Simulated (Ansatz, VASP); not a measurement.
# Rh: VASP beside Ansatz

File INCAR:

```
  PREC = Accurate
  ENCUT = 520
  EDIFF = 1E-6
  ISMEAR = 0
  SIGMA = 0.1
  LREAL = False
  LASPH = True
  NELM = 60
  ALGO = Normal
  ISIF = 2
  LWAVE = False
  LCHARG = False
  GGA = PE
  NBANDS = 14
```

Contents of KPOINTS:

```
regular mesh
0
Gamma
  8 8 8
```

File POSCAR:

```
Rh
1.0
    0.0000000000      1.9173976653      1.9173976653
    1.9173976653      0.0000000000      1.9173976653
    1.9173976653      1.9173976653      0.0000000000
Rh
1
Direct
    0.0000000000      0.0000000000      0.0000000000
```

Input for Ansatz:

```yaml
crystal:
  lattice:
    - [0.0, 1.9173976656, 1.9173976656]
    - [1.9173976656, 0.0, 1.9173976656]
    - [1.9173976656, 1.9173976656, 0.0]
  atoms:
    - { symbol: Rh, position: [0.0, 0.0, 0.0] }
basis:
  ecutwfc: 420
kpoints:
  mp_grid: { grid: [8, 8, 8] }
hamiltonian:
  xc: pbe
scf:
  occupations: { method: gaussian, width: 0.1 }
output:
  forces: true
  stress: true
  eigenvalues: true
```

Alike in both runs: task single point; functional PBE; k mesh 8 × 8 × 8; occupations gaussian, width 0.1 eV; no spin polarisation.

|  | VASP | Ansatz |
| --- | --- | --- |
| version | VASP 6.6.1 | Ansatz 0.2.0 |
| potentials or method | VASP PAW PBE potentials, release 64 (Rh_pv) | scalar-relativistic, plane waves, PAW |
| plane-wave cutoff (eV) | 520 | 420 |
| valence electrons in the cell | 15 | 17 |

Ansatz gave:

| Property | Result |
| --- | --- |
| gap on the k mesh at the Fermi level (eV) | none |
| pressure (GPa) | -0.2 |

Q: What did VASP give for the same quantities?

A: gap on the k mesh at the Fermi level (eV): none; pressure (GPa): -0.1.

A gap of «none» marks a metal or a gap that the smearing closes. The functional is the same, so the differences come from potentials, cutoffs and numerics. The two sets of potentials don't hold the same shells in valence.
